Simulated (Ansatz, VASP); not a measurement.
**Two plane-wave programs on TaN**

```
Ta N
1.0
     2.93800    0.00000    0.00000
    -1.46900    2.54438    0.00000
     0.00000    0.00000    2.88300
Ta N
1 1
Direct
  0.33333 0.66667 0.50000
  0.00000 0.00000 0.00000
```

Alike in both runs: task relaxation of cell and atoms; functional PBE; k mesh 10 × 10 × 9; occupations fermi-dirac, width 0.05 eV; no spin polarisation.

|  | VASP | Ansatz |
| --- | --- | --- |
| version | VASP 6.6.1 | Ansatz 0.2.0 |
| potentials or method | VASP PAW PBE potentials, release 64 (Ta, N) | Ansatz PAW |
| plane-wave cutoff (eV) | 900 | 420 |
| valence electrons in the cell | 10 | 18 |

Ansatz gave:

| Item | Value |
| --- | --- |
| gap on the k mesh at the Fermi level, each at its own relaxed structure (eV) | none |
| relaxed volume (Å³/atom) | 10.92 |
| relaxed cell length with the largest relative difference (Å) | 2.950 |
| energy change over the relaxation (meV/atom) | -2 |

Problem. Which values does VASP return?

Solution. gap on the k mesh at the Fermi level, each at its own relaxed structure (eV): none; relaxed volume (Å³/atom): 10.90; relaxed cell length with the largest relative difference (Å): 2.948; energy change over the relaxation (meV/atom): -2.

A gap of «none» marks a metal or a gap that the smearing closes. The two sets of potentials don't hold the same shells in valence.

Caveats: the plane-wave basis is chosen anew once the cell has moved, so the energies of steps on either side of that aren't comparable (Ansatz); the pressure holds a Pulay correction of +0.5 GPa for the finite cutoff (Ansatz). The runs have no spin-orbit coupling, so splittings on Ta are missing. Zero-point motion and thermal expansion aren't in these numbers. PBE usually gives volumes a little too large and moduli too small.
